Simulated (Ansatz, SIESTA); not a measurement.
This is a calculation of Sn for Ansatz 0.2.0. 

File input.yaml:

```yaml
crystal:
  lattice:
    - [-2.9401404553, 2.9401404553, 1.5993019889]
    - [2.9401404553, -2.9401404553, 1.5993019889]
    - [2.9401404553, 2.9401404553, -1.5993019889]
  atoms:
    - { symbol: Sn, position: [0.0, 0.0, 0.0] }
    - { symbol: Sn, position: [0.75, 0.25, 0.5] }
hamiltonian:
  xc: pbe
  pseudopotentials: { kind: paw }
kpoints:
  mp_grid: { grid: [9, 9, 9] }
scf:
  occupations: { method: fermi_dirac, width: 0.05 }
output:
  forces: true
  stress: true
  write_density: true
  write_potential: true
  elf: true
  volumetric_format: npy
relax:
  f_tol: 0.01
  max_steps: 40
  cell: { stress_tol: 0.05 }
```

Potentials or basis: Ansatz PAW.

Launch:

```bash
$ ansatz run input.yaml --threads 2 --pin off --max-ram 5632MiB --backend cpu --events-out ev --progress --plain --runs-dir out
```

Problem. Set up the same calculation for SIESTA 5.4.2 (ASE script). Potentials or basis there: files PseudoDojo sr-pbe-0.4.1-standard, DZP (energy shift 0.003 Ry; two zetas on semicore shells).

Solution. As run (cutoffs and basis follow the program's own potentials, and thresholds, step limits or extra output files can differ):

run.py

```python
from ase import Atoms
from ase.calculators.siesta import Siesta
from ase.units import Ry, GPa
from ase.optimize import BFGS
from ase.filters import FrechetCellFilter

atoms = Atoms(
    ['Sn', 'Sn'],
    cell=[
        [-2.9401404553, 2.9401404553, 1.5993019889],
        [2.9401404553, -2.9401404553, 1.5993019889],
        [2.9401404553, 2.9401404553, -1.5993019889],
    ],
    scaled_positions=[
        [0.0, 0.0, 0.0],
        [0.75, 0.25, 0.5],
    ],
    pbc=True,
)

fdf = {
    'SCFMustConverge': False,
    'OccupationFunction': 'FD',
    'ElectronicTemperature': '0.05 eV',
    'MaxSCFIterations': '120',
    'SCF.Mixer.Method': 'Pulay',
    'SCF.Mixer.Weight': '0.25',
    'SCF.Mixer.History': '8',
    'SCF.DM.Tolerance': '5.0e-05',
    'SCF.H.Tolerance': '1.0e-03 eV',
    'WriteForces': 'true',
    'Charge.Mulliken': 'end',
    'PAO.Basis': ['Sn.1 4', 'n=5 0 2', '  6.432 0.000', 'n=5 1 2', '  8.686 0.000', 'n=4 2 2', '  3.759 0.000', 'n=5 2 1', '  8.686'],
}
calc = Siesta(
    label="Sn",
    command="siesta < PREFIX.fdf > PREFIX.out",
    pseudo_path="pseudos",
    pseudo_qualifier="",
    xc=('GGA', 'PBE'),
    basis_set="DZP",
    mesh_cutoff=500 * Ry,
    energy_shift=0.003 * Ry,
    kpts=[9, 9, 9],
    spin="non-polarized",
    fdf_arguments=fdf,
)
atoms.calc = calc

opt = BFGS(FrechetCellFilter(atoms), trajectory="relax.traj")
converged = opt.run(fmax=0.01, steps=40)
print("converged:", converged)
print("cell (A):", atoms.cell.cellpar().round(5))
print("scaled positions:")
print(atoms.get_scaled_positions().round(6))
print(f"energy = {atoms.get_potential_energy():.6f} eV")
free = atoms.get_potential_energy(force_consistent=True)
print(f"free energy = {free:.6f} eV")
print("forces (eV/A):")
print(atoms.get_forces(apply_constraint=False).round(6))
print("stress (GPa, Voigt order, tension positive):", (atoms.get_stress() / GPa).round(4))
```

Potentials or basis: PseudoDojo 0.4 standard (PBE files), converted to PSML, two zetas on semicore shells, DZP (energy shift 0.003 Ry; two zetas on semicore shells).

Launch:

```console
$ python run.py
```

Both were run:

|  | Ansatz | SIESTA |
| --- | --- | --- |
| Relaxed volume | 28.43 Å³/atom | 28.92 Å³/atom |
| Relaxed cell | a = 4.500 Å, b = 4.500 Å, c = 4.500 Å, α = 97.35°, β = 97.35°, γ = 138.09° | a = 4.523 Å, b = 4.523 Å, c = 4.522 Å, α = 97.40°, β = 97.40°, γ = 137.95° |
| Space group after relaxing | I4_1/amd (No. 141) | I4_1/amd (No. 141) |
| Pressure after relaxing | 0.0 GPa | 0.0 GPa |

Ansatz's pressure holds a Pulay term of +0.03 GPa for its cutoff of 420 eV, which the other run lacks.

Where Ansatz's input types no cutoff or centring, it takes its own default and a Γ-centred mesh.

Pressure is positive in compression.
